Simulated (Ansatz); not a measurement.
**FePt: do energies and stresses tell the same story?**

Level of theory: DFT PBE, scalar-relativistic, plane waves, PAW (Ansatz 0.2.0).

Settings: cutoff 420 eV, Γ-centred mesh 16×16×12 on the computed 2-atom cell, Gaussian smearing of 0.10 eV; collinear spin from starting moments 3.28 0.42 μB.

Relaxed cell: P4/mmm, a = 2.729 Å, b = 2.729 Å, c = 3.767 Å, α = 90.00°, β = 90.00°, γ = 90.00°, 2 atoms in the primitive cell. Whether it is the stable form of this composition wasn't checked.

Energies at zero smearing and pressures from the stress tensor, at volumes with shape and atoms relaxed:
```json
{"V (Å³/atom)": "12.341", "E − E(first) (meV/atom)": "0.00", "P (GPa)": "35.44"}
{"V (Å³/atom)": "12.761", "E − E(first) (meV/atom)": "-77.56", "P (GPa)": "23.99"}
{"V (Å³/atom)": "13.182", "E − E(first) (meV/atom)": "-127.49", "P (GPa)": "14.50"}
{"V (Å³/atom)": "13.603", "E − E(first) (meV/atom)": "-155.00", "P (GPa)": "6.65"}
{"V (Å³/atom)": "14.023", "E − E(first) (meV/atom)": "-163.56", "P (GPa)": "0.00"}
{"V (Å³/atom)": "14.444", "E − E(first) (meV/atom)": "-155.97", "P (GPa)": "-5.54"}
{"V (Å³/atom)": "14.865", "E − E(first) (meV/atom)": "-135.07", "P (GPa)": "-10.12"}
{"V (Å³/atom)": "15.426", "E − E(first) (meV/atom)": "-90.35", "P (GPa)": "-15.14"}
```

Q: Check P = −dE/dV between neighbouring volumes, and get the bulk modulus from the pressures alone.

A: With 1 eV/Å³ = 160.2 GPa:
| middle V (Å³/atom) | −ΔE/ΔV (GPa) | mean P (GPa) |
| --- | --- | --- |
| 12.551 | 29.536 | 29.716 |
| 12.972 | 19.017 | 19.249 |
| 13.392 | 10.477 | 10.577 |
| 13.813 | 3.258 | 3.325 |
| 14.234 | -2.890 | -2.770 |
| 14.654 | -7.959 | -7.831 |
| 15.145 | -12.772 | -12.630 |

The two differ by 0.23 GPa at most. The mean of two end pressures misses the average over a step by about ΔV² P″/12, up to 0.17 GPa here; with that taken off 0.10 GPa remains. The stress is the derivative of the free energy, not of the energy at zero smearing, and with free energies 0.03 GPa remains. The largest site moment goes from 2.73 to 3.15 μB along the series, which bends P(V). Around V = 14.023 Å³/atom, the two neighbours give B = −V ΔP/ΔV = 14.023 × 12.19 / 0.841 = 203.2 GPa, against B0 = 201.5 GPa from the Birch–Murnaghan fit of the energies.

Spin-orbit coupling is left out, which matters for the bands of heavy elements. Only parallel moments were tried here.

Only this magnetic start was tried.